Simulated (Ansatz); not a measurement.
**SiC (F-43m), ideal shear of a crystal plane**

The calculation used Ansatz 0.2.0, DFT PBE, scalar-relativistic, plane waves, PAW. The runs took a 420 eV cutoff, a Γ-centred 6×9×3 mesh and Gaussian smearing (0.05 eV). No spin polarisation. Energies are free energies at this smearing, counted from the undisturbed cell; pressure is positive in compression.

Zero of the scan (relaxed at this level):

```
CELL_PARAMETERS angstrom
4.37973 0.00000 0.00000
0.00000 2.18986 -2.18986
0.00000 6.56959 6.56959
ATOMIC_POSITIONS crystal
Si 0.00000 0.00000 0.24998
Si 0.50000 0.50000 0.41665
Si 0.00000 0.00000 0.58332
Si 0.50000 0.50000 0.74998
Si 0.00000 0.00000 0.91665
Si 0.50000 0.50000 0.08332
C 0.75000 0.00000 0.41665
C 0.25000 0.50000 0.58332
C 0.75000 0.00000 0.74998
C 0.25000 0.50000 0.91665
C 0.75000 0.00000 0.08332
C 0.25000 0.50000 0.24998
```

The cut lies on the cell's a–b face, a (0 -1 1) plane (indices in the standard cell, whose axes needn't be the Cartesian ones shown) of area 13.56 Å², between layers 1.55 Å apart. Vector c is tilted by f times 1·a − 1·b (length 5.364 Å) with the atoms' Cartesian places fixed: one unrelaxed fault a cell. The traction is dγ/du, the slope of γ against the slip u in Å. Some rows repeat others by symmetry and weren't run.

| f | γ (mJ/m²) | traction (GPa) |
| --- | --- | --- |
| 0.0000 | 0 | 0.0 |
| 0.1000 | 1922 | 66.5 |
| 0.2000 | 6143 | 73.7 |
| 0.3000 | 8543 | 23.6 |
| 0.4000 | 11848 | 92.0 |
| 0.5000 | 15345 | 0.0 |
| 0.6000 | 11848 | -92.0 |
| 0.7000 | 8543 | -23.6 |
| 0.8000 | 6143 | -73.7 |
| 0.9000 | 1922 | -66.5 |

Q: Read off the first barrier and the stress needed to climb it, and compare with Frenkel's sinusoid.

A: The first sampled maximum lies at f = 0.500, a slip of 2.68 Å, with γ ≈ 15345 mJ/m², which stands in for the unstable fault energy γ_us, and the steepest sampled slope before it is 92.0 GPa. A sinusoid γ = γ_us sin²(πu/λ) with its maximum there has λ = 5.36 Å and a largest slope πγ_us/λ = 89.9 GPa (1 mJ/m² per Å = 0.01 GPa).

Q: Is there a metastable fault on this line?

A: Apart from points where γ returns to about zero, no local minimum shows among the samples, so at this sampling the line offers no fault for a dislocation to split on; a fault can still lie off the line.

The cut is rigid; relaxing the faces lowers these energies and usually the stresses.

The gap closes along the scan, which can put kinks into the curve.

Cost: 6 runs of about 1.6 core-minutes in all, on Intel Xeon 6975P-C (Granite Rapids) (shared hosts).